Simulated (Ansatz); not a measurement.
Sn in Ansatz: the effect of functional

Sn:

```
Sn
1.0
     0.00000    3.21164    3.21164
     3.21164    0.00000    3.21164
     3.21164    3.21164    0.00000
Sn
2
Direct
  0.75000 0.75000 0.75000
  0.50000 0.50000 0.50000
```

This isn't the form of Sn at room conditions, which is tetragonal (white tin).

The cell isn't the ideal one: volume scaled by 0.98.

Alike in all runs:

| Item | Value |
| --- | --- |
| Program | Ansatz 0.2.0 |
| Task | single point |
| Potentials or basis | Ansatz PAW |
| k mesh | 7 × 7 × 7 |
| Occupations | fermi-dirac, width 0.05 eV |
| Spin | no spin polarisation |

Q: One run gave: pressure 1.1 GPa. Which functional did it use?
A. r2SCAN
B. LDA
C. PBE

A: B.

```tsv
functional	cutoff	pressure (GPa)
LDA	420 eV (not typed: the program's choice for these potentials)	1.1
r2SCAN	500 eV (not typed: the program's choice for these potentials)	3.4
PBE	420 eV (not typed: the program's choice for these potentials)	5.0
```

Caveats: the PAW data sets come from PBE, with cores solved anew for the run's functional, which leaves a small shift of forces and pressure (some runs).
